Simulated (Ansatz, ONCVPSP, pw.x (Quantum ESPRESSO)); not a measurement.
# Equation-of-state test of one ONCV potential (cobalt (Co))

Co, optimised norm-conserving Vanderbilt (ONCV), made with ONCVPSP 4.0.1.1 (patched build) (PBE, scalar-relativistic). Core [Ne], reference 3s2 3p6 3d7 4s2. Waves: 3s+4s: rc 1.00 bohr, ncon 3, nbas 6, qcut 12.5 1/bohr, 2 projectors; 3p: rc 1.10 bohr, ncon 4, nbas 9, qcut 11 1/bohr, 2 projectors, debl 3.8 Ha; 3d: rc 1.45 bohr, ncon 4, nbas 9, qcut 12.7 1/bohr, 1 projector. Local part: polynomial inside 0.95 bohr (lpopt 5, dvloc0 4 Ha). Core correction: Teter function, fcfact 3, rcfact 1.24.

Atomic tests: cutoffs needed: 56 Ha and 65 Ha (the cutoffs (Ha) at which the residual kinetic energy of the hardest occupied pseudo-wave falls to 1 and 0.1 mHa per electron); ghost test: no bound ghost flagged; no localised positive-energy state flagged; largest excitation error: -14 meV (all-electron minus pseudo) for 3s2 3p6 3d6 4s0, out of 4 test configurations.

Crystal test: fcc Co in pw.x 7.5, no spin, 16³ k-points, Fermi–Dirac smearing 0.01 Ry, cutoffs 150/600 Ry. The reference is all-electron LAPW (Ansatz 0.2.0) with the same functional, mesh and smearing; V0 and B0 come from Birch–Murnaghan fits to the pressures at five volumes. Errors are pseudo minus all-electron; Δ is the rms difference of the E(V) curves that follow from these fits, minima aligned, over ±6 % about the mean V0. Mesh and smearing are coarse, so the numbers serve the comparison and aren't converged zero-temperature values; the lattice is a test structure that the element need not adopt. Spin polarisation and strong correlation are left out, which matters for this element.

| V (Å³/atom) | P all-electron (GPa) | P pseudo (GPa) |
| --- | --- | --- |
| 9.863 | 13.76 | 14.94 |
| 10.122 | 6.11 | 7.20 |
| 10.382 | -0.50 | 0.50 |
| 10.642 | -6.23 | -5.30 |
| 10.901 | -11.17 | -10.32 |

All-electron: a0 = 3.461 Å (V0 = 10.36 Å³/atom), B0 = 248.3 GPa.

Pseudopotential: mean pressure error (GPa): +1.01; a0 (Å): 3.465; a0 error (%): +0.14; B0 error (%): -0.6; Δ (meV/atom): 2.3.

Q: At the middle volume, how do free energy and pressure move when the wave cutoff is lowered (ecutrho kept at four times it)?

A:

| cutoff (Ry) | shift of F (meV/atom) | shift of P (GPa) |
| --- | --- | --- |
| 68 | +20581.7 | -1190.18 |
| 90 | +2623.6 | -255.85 |
| 120 | +65.8 | -11.65 |

The run at the middle volume (145 k-points, 8 iterations) took about 2.2 min on one core of a shared host (Neoverse-N1, 64 threads, 124 GiB, load 58).
